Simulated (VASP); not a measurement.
# CdS: kinetic-energy density

CdS, F-43m (no. 216), 2 atoms in the cell. PBE; PAW potentials Cd, S (PBE set).

## Input

INCAR:
```
SYSTEM = CdS
PREC = Accurate
ENCUT = 520
EDIFF = 1E-7
ISMEAR = 0
SIGMA = 0.02
LREAL = .FALSE.
LASPH = .TRUE.
ALGO = Normal
NELM = 100
ISIF = 2
LWAVE = .FALSE.
LCHARG = .TRUE.
LTAU = .TRUE.
```

KPOINTS:
```
k-points
0
Gamma
  7 7 7
```

POSCAR:
```
CdS
1.0
    0.0000000000      2.9165000000      2.9165000000
    2.9165000000      0.0000000000      2.9165000000
    2.9165000000      2.9165000000      0.0000000000
Cd S
1 1
Direct
    0.0000000000      0.0000000000      0.0000000000
    0.7500000000      0.7500000000      0.7500000000
```

Commands:
```
cat potpaw_PBE.64/Cd/POTCAR potpaw_PBE.64/S/POTCAR > POTCAR
mpirun -np 1 vasp_std > vasp.out
```

## Result

- Kinetic energy of the pseudo orbitals (eV): 348.52

VASP 6.6.1 took 13 s on 1 core (Intel Xeon Platinum 8488C (Sapphire Rapids)), a shared host.
